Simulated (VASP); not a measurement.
# C (Fd-3m) in VASP: a series of runs

The runs below take C through dielectric tensor, with LDA.

All numbers are computed with VASP 6.6.1; they aren't measurements. Logs are shortened: lines on timing, memory, paths and dates and some standing lists are left out, and cuts for length are marked.

## (1) The crystal as given

It takes space group Fd-3m (No. 227, cubic). The conventional cell has a = 3.567 Å, b = 3.567 Å, c = 3.567 Å, α = 90.00°, β = 90.00°, γ = 90.00°. Around C (site symmetry -43m) lie 4 C at 1.54 Å.

This isn't the form of C at room conditions, which is graphite.

## (2) Dielectric tensor, LDA

File INCAR:

```
PREC = Accurate
ENCUT = 400
EDIFF = 1E-8
ISMEAR = 0
SIGMA = 0.01
LREAL = False
LASPH = True
NELM = 100
ALGO = Normal
ISIF = 2
LWAVE = False
LCHARG = False
GGA = CA
LEPSILON = True
```

File KPOINTS:

```
Automatic mesh
0
Gamma
  12 12 12
```

File POSCAR:

```
C
1.0
    0.0000000000      1.7833700000      1.7833700000
    1.7833700000      0.0000000000      1.7833700000
    1.7833700000      1.7833700000      0.0000000000
C
2
Direct
    0.7500000000      0.7500000000      0.7500000000
    0.5000000000      0.5000000000      0.5000000000
```

Potentials or basis: VASP PAW LDA potentials, release 64 (C).

Run with:

```
> cat potpaw_LDA.64/C/POTCAR > POTCAR
> mpirun -np 1 vasp_std > vasp.out
```

OUTCAR:

```text
PREC = Accurate
   ENCUT = 400
   EDIFF = 1E-8
   ISMEAR = 0
   LREAL = False
   LASPH = True
   NELM = 100
   ISIF = 2
   GGA = CA
   LEPSILON = True

 Found     72 irreducible k-points:

 Following reciprocal coordinates:
            Coordinates               Weight
  0.000000  0.000000  0.000000      1.000000
  0.083333  0.000000  0.000000      8.000000
  0.166667  0.000000  0.000000      8.000000
  0.250000  0.000000  0.000000      8.000000
  0.333333  0.000000  0.000000      8.000000
  0.416667  0.000000  0.000000      8.000000
   k-points           NKPTS =     72   k-points in BZ     NKDIM =     72   number of bands    NBANDS=      8
   number of dos      NEDOS =    301   number of ions     NIONS =      2
   total plane-waves  NPLWV =   4096
   dimension x,y,z NGX =    16 NGY =   16 NGZ =   16
   dimension x,y,z NGXF=    32 NGYF=   32 NGZF=   32
   ions per type =               2
   NGX,Y,Z   is equivalent  to a cutoff of  10.55, 10.55, 10.55 a.u.
   NGXF,Y,Z  is equivalent  to a cutoff of  21.09, 21.09, 21.09 a.u.
 SYSTEM =  unknown system
   PREC   = accura    normal or accurate (medium, high low for compatibility)
   ISTART =      0    job   : 0-new  1-cont  2-samecut
   ICHARG =      2    charge: 1-file 2-atom 10-const
   ISPIN  =      1    spin polarized calculation?
   LNONCOLLINEAR =      F non collinear calculations
   LSORBIT =      F    spin-orbit coupling
   LASPH  =      T    aspherical Exc in radial PAW
   ENCUT  =  400.0 eV  29.40 Ry    5.42 a.u.   4.11  4.11  4.11*2*pi/ulx,y,z
   NELM   =    100;   NELMIN=  2; NELMDL= -5     # of ELM steps
   EDIFF  = 0.1E-07   stopping-criterion for ELM
   LREAL  =      F    real-space projection
   EDIFFG = 0.1E-06   stopping-criterion for IOM
   NSW    =      0    number of steps for IOM
   IBRION =     -1    ionic relax: 0-MD 1-quasi-New 2-CG
   NFREE  =      0    steps in history (QN), initial steepest desc. (CG)
   ISIF   =      2    stress and relaxation
   ISYM   =      2    0-nonsym 1-usesym 2-fastsym
   POTIM  = 0.5000    time-step for ionic-motion
   TEBEG  =    0.0;   TEEND  =   0.0 temperature during run
   PSTRESS=    0.0 pullay stress
   NELECT =       8.0000    total number of electrons
   NUPDOWN=      -1.0000    fix difference up-down
   EMIN   =  10.00;   EMAX   =-10.00  energy-range for DOS
   EFERMI =   0.00;   METHOD = LEGACY
   ISMEAR =     0;   SIGMA  =   0.01  broadening in eV -4-tet -1-fermi 0-gaus
   EFERMI_NEDOS =   21; number of points for ismear=-14 and -15
   IALGO  =     38    algorithm
   IMIX   =      4    mixing-type and parameters
     AMIX     =   0.40;   BMIX     =  1.00
     AMIX_MAG =   1.60;   BMIX_MAG =  1.00
  volume/ion in A,a.u.               =       5.67        38.28
  Fermi-wavevector in a.u.,A,eV,Ry     =   1.457203  2.753714 28.891161  2.123440
  Thomas-Fermi vector in A             =   2.574032
   LORBIT       =      0    0 simple, 1 ext, 2 COOP (PROOUT), +10 PAW based schemes
   GGA     = CA    functional components
   LHFCALC =     F    Hartree Fock is set to
   AEXX    =    0.0000 exact exchange contribution
   IVDW    =     0    specifies the selected vdW correction
   LEPSILON=     T    determine dielectric tensor
   LRPA    =     F    only Hartree local field effects (RPA)
 non-spin polarized calculation
 Gauss-broadening in eV      SIGMA  =   0.01
  energy-cutoff  :      400.00
  volume of cell :       11.34
 maximum number of plane-waves:       212
   NGX =  9   NGY =  9   NGZ =  9

--------------------------------------- Ionic step        1  -------------------------------------------

 number of electron       7.9999995 magnetization

 E-fermi :   9.7916     XC(G=0): -13.5000

 val. band max:        9.7436766543   @ k =   0.0000   0.0000   0.0000
 cond. band min:      13.8491656094   @ k =   0.3333   0.3333   0.0000
 fundamental gap:      4.1054889551
 Fermi energy:         9.7916390911

 k-point     1 :       0.0000    0.0000    0.0000
  band No.  band energies     occupation
      1     -11.5981      2.00000
      2       9.7437      2.00000
      3       9.7437      2.00000
      4       9.7437      2.00000
      5      15.2861      0.00000
      6      15.2861      0.00000
      7      15.2861      0.00000
      8      23.2730      0.00000

 k-point     2 :       0.0833    0.0000    0.0000
  band No.  band energies     occupation
      1     -11.4060      2.00000
      2       8.5248      2.00000
      3       9.4189      2.00000
      4       9.4189      2.00000
      5      15.7092      0.00000
      6      15.7092      0.00000
      7      15.9961      0.00000
      8      23.4128      0.00000

 k-point     3 :       0.1667    0.0000    0.0000
  band No.  band energies     occupation
      1     -10.8319      2.00000
      2       6.0032      2.00000
      3       8.7172      2.00000
      4       8.7172      2.00000
      5      16.6248      0.00000
      6      16.6248      0.00000
      7      17.1186      0.00000
      8      23.7972      0.00000

 k-point     4 :       0.2500    0.0000    0.0000
  band No.  band energies     occupation
      1      -9.8836      2.00000
      2       3.1850      2.00000
      3       7.9893      2.00000
      4       7.9893      2.00000
      5      17.4623      0.00000
      6      17.4623      0.00000
      7      17.9201      0.00000
      8      24.3224      0.00000

 k-point     5 :       0.3333    0.0000    0.0000
  band No.  band energies     occupation
      1      -8.5806      2.00000
      2       0.4178      2.00000
      3       7.4173      2.00000
      4       7.4173      2.00000
      5      17.9430      0.00000
      6      17.9430      0.00000
      7      18.3997      0.00000
      8      24.8106      0.00000

 k-point     6 :       0.4167    0.0000    0.0000
  band No.  band energies     occupation
      1      -6.9893      2.00000
      2      -2.0931      2.00000
      3       7.0597      2.00000
      4       7.0597      2.00000
      5      18.0988      0.00000
      6      18.0988      0.00000
      7      18.6507      0.00000
      8      25.0844      0.00000

 [... further k-points ...]

  FORCE on cell =-STRESS in cart. coord.  units (eV):
  Direction    XX          YY          ZZ          XY          YZ          ZX
  --------------------------------------------------------------------------------------
  -------------------------------------------------------------------------------------
  Total       -1.0967720     -1.0967720     -1.0967720      0.0000000      0.0000000      0.0000000
  in kB     -154.9075521   -154.9075521   -154.9075521      0.0000000      0.0000000      0.0000000
  external PRESSURE =    -154.9075521 kB  Pullay stress =       0.0000000 kB

 VOLUME and BASIS-vectors are now :
 -----------------------------------------------------------------------------
  energy-cutoff  :      400.00
  volume of cell :       11.34
      direct lattice vectors                 reciprocal lattice vectors
     0.000000000  1.783370000  1.783370000    -0.280368067  0.280368067  0.280368067
     1.783370000  0.000000000  1.783370000     0.280368067 -0.280368067  0.280368067
     1.783370000  1.783370000  0.000000000     0.280368067  0.280368067 -0.280368067

 POSITION                                       TOTAL-FORCE (eV/Angst)
 -----------------------------------------------------------------------------------
      2.67505      2.67505      2.67505        -0.000000     -0.000000     -0.000000
      1.78337      1.78337      1.78337         0.000000      0.000000      0.000000
 -----------------------------------------------------------------------------------
    total drift:                                0.000000      0.000000      0.000000

  FREE ENERGIE OF THE ION-ELECTRON SYSTEM (eV)
  ---------------------------------------------------
  free  energy   TOTEN  =       -20.2470971239 eV

  energy  without entropy=      -20.2470971239  energy(sigma->0) =      -20.24709712

 HEAD OF MICROSCOPIC STATIC DIELECTRIC TENSOR (INDEPENDENT PARTICLE, excluding Hartree and local field effects)
 ------------------------------------------------------
           5.986417     0.000000    -0.000000
           0.000000     5.986417     0.000000
          -0.000000     0.000000     5.986417
 ------------------------------------------------------

 Free energy of the ion-electron system (eV)
  ---------------------------------------------------
  ---------------------------------------------------
  free energy    TOTEN  =        -0.15955543 eV

  energy without entropy =       -0.15955543

------------------------ aborting loop because EDIFF is reached ----------------------------------------

--------------------------------------- Ionic step        2  -------------------------------------------

------------------------ aborting loop because EDIFF is reached ----------------------------------------

--------------------------------------- Ionic step        3  -------------------------------------------

 Free energy of the ion-electron system (eV)
  ---------------------------------------------------
  ---------------------------------------------------
  free energy    TOTEN  =        -0.15955360 eV

  energy without entropy =       -0.15955360

------------------------ aborting loop because EDIFF is reached ----------------------------------------

 PIEZOELECTRIC TENSOR FIELD DIRECTION 3  (e Angst)
 -----------------------------------------------------------------------------
    -0.00009  0.00000  0.00000           ( -0.00000  0.00000  0.00000)
     0.00000 -0.00009  0.00000           (  0.00000 -0.00000  0.00000)
     0.00000  0.00000 -0.00024           (  0.00000  0.00000 -0.00001)

 PIEZOELECTRIC TENSOR FIELD DIRECTION 3  (C/m^2)
 -----------------------------------------------------------------------------
    -0.00013  0.00000  0.00000
     0.00000 -0.00013  0.00000
     0.00000  0.00000 -0.00034

 MACROSCOPIC STATIC DIELECTRIC TENSOR (including local field effects in DFT)
 ------------------------------------------------------
           5.806298    -0.000000     0.000000
           0.000000     5.806298     0.000000
           0.000000     0.000000     5.806298
 ------------------------------------------------------

 PIEZOELECTRIC TENSOR (including local field effects)  for field in x, y, z        (e  Angst)
          XX          YY          ZZ          XY          YZ          ZX
  --------------------------------------------------------------------------------
  x    -0.00000     0.00000     0.00000     0.00000     0.00000     0.00000
  y     0.00000     0.00000     0.00000     0.00000    -0.00000     0.00000
  z     0.00000     0.00000     0.00000     0.00000     0.00000     0.00000

 PIEZOELECTRIC TENSOR (including local field effects)  for field in x, y, z        (C/m^2)
          XX          YY          ZZ          XY          YZ          ZX
  --------------------------------------------------------------------------------
  x    -0.00000     0.00000     0.00000     0.00000     0.00000     0.00000
  y     0.00000     0.00000     0.00000     0.00000    -0.00000     0.00000
  z     0.00000     0.00000     0.00000     0.00000     0.00000     0.00000

 BORN EFFECTIVE CHARGES (including local field effects) (in |e|, cummulative output)
 ---------------------------------------------------------------------------------
 ion    1
    1    -0.00000     0.00000     0.00000
    2    -0.00000    -0.00000     0.00000
    3     0.00000     0.00000    -0.00000
 ion    2
    1     0.00000    -0.00000     0.00000
    2     0.00000     0.00000     0.00000
    3     0.00000     0.00000     0.00000
```

It took 15 s on 1 thread of Intel Xeon Platinum 8559C (Emerald Rapids), shared host; peak memory 0.12 GiB.

These settings aren't checked as converged: the numbers below hold their error.

What came out:

```
Band gap on the k mesh                  : 4.11 eV, indirect (least direct gap 5.54 eV)
Electronic dielectric tensor (diagonal) : 5.81
Born charges (mean of the diagonal)     : C +0.00 e
```

Caveat: the cutoff is under 1.25 times the usual one of these potentials, so pressure, stress and relaxed cells hold a basis-set (Pulay) error.

[end of part 1 of 2]
